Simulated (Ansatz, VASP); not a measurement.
This is a calculation of C (Carbon) for VASP 6.6.1. 

File INCAR:

```
ALGO = Normal ; EDIFF = 1E-6
ENCUT = 520 ; GGA = PE
ISIF = 2 ; ISMEAR = 0
LASPH = True ; LCHARG = True
LELF = True ; LREAL = False
LVHAR = True ; LWAVE = False
NELM = 60 ; PREC = Accurate
SIGMA = 0.014
```

File KPOINTS:

```
k-points
0
Gamma
  12 12 4
```

POSCAR

```
C
1.0
    2.5221000000      0.0000000000      0.0000000000
   -1.2610500000      2.1842026709      0.0000000000
    0.0000000000      0.0000000000      8.2371000000
C
8
Direct
    0.6666666667      0.3333333333      0.8437500000
    0.3333333333      0.6666666667      0.3437500000
    0.6666666667      0.3333333333      0.6562500000
    0.3333333333      0.6666666667      0.1562500000
    0.0000000000      0.0000000000      0.9062500000
    0.0000000000      0.0000000000      0.4062500000
    0.0000000000      0.0000000000      0.5937500000
    0.0000000000      0.0000000000      0.0937500000
```

Potentials or basis: VASP PAW PBE potentials, release 64 (C).

Launch:

```console
$ cat potpaw_PBE.64/C/POTCAR > POTCAR
$ mpirun -np 1 vasp_std > vasp.out
```

Task: Translate it to Ansatz 0.2.0. Potentials or basis there: Ansatz PAW, cutoff 420 eV.

Result: As run (cutoffs and basis follow the program's own potentials, and thresholds, step limits or extra output files can differ):

File input.yaml:

```yaml
crystal:
  lattice:
    - [2.5221, 0.0, 0.0]
    - [-1.26105, 2.1842026709, 0.0]
    - [0.0, 0.0, 8.2371]
  atoms:
    - { symbol: C, position: [0.6666666667, 0.3333333333, 0.84375] }
    - { symbol: C, position: [0.3333333333, 0.6666666667, 0.34375] }
    - { symbol: C, position: [0.6666666667, 0.3333333333, 0.65625] }
    - { symbol: C, position: [0.3333333333, 0.6666666667, 0.15625] }
    - { symbol: C, position: [0.0, 0.0, 0.90625] }
    - { symbol: C, position: [0.0, 0.0, 0.40625] }
    - { symbol: C, position: [0.0, 0.0, 0.59375] }
    - { symbol: C, position: [0.0, 0.0, 0.09375] }
hamiltonian:
  xc: pbe
  pseudopotentials: { kind: paw }
kpoints:
  mp_grid: { grid: [12, 12, 4] }
scf:
  occupations: { method: gaussian, width: 0.014 }
output:
  forces: true
  stress: true
  eigenvalues: true
```

Potentials or basis: Ansatz PAW.

Run with:

```sh
$ ansatz run input.yaml --threads 4 --pin off --max-ram 11264MiB --backend cpu --events-out ev --progress --plain --runs-dir out
```

Both were run:

|  | VASP | Ansatz |
| --- | --- | --- |
| Pressure | 2.9 GPa | 2.3 GPa |
| Largest force | 0.329 eV/Å | 0.329 eV/Å |

Ansatz's pressure holds a Pulay term of +1.04 GPa for its cutoff of 420 eV, which the other run lacks.

Where Ansatz's input types no cutoff or centring, it takes its own default and a Γ-centred mesh.

Pressure is positive in compression.
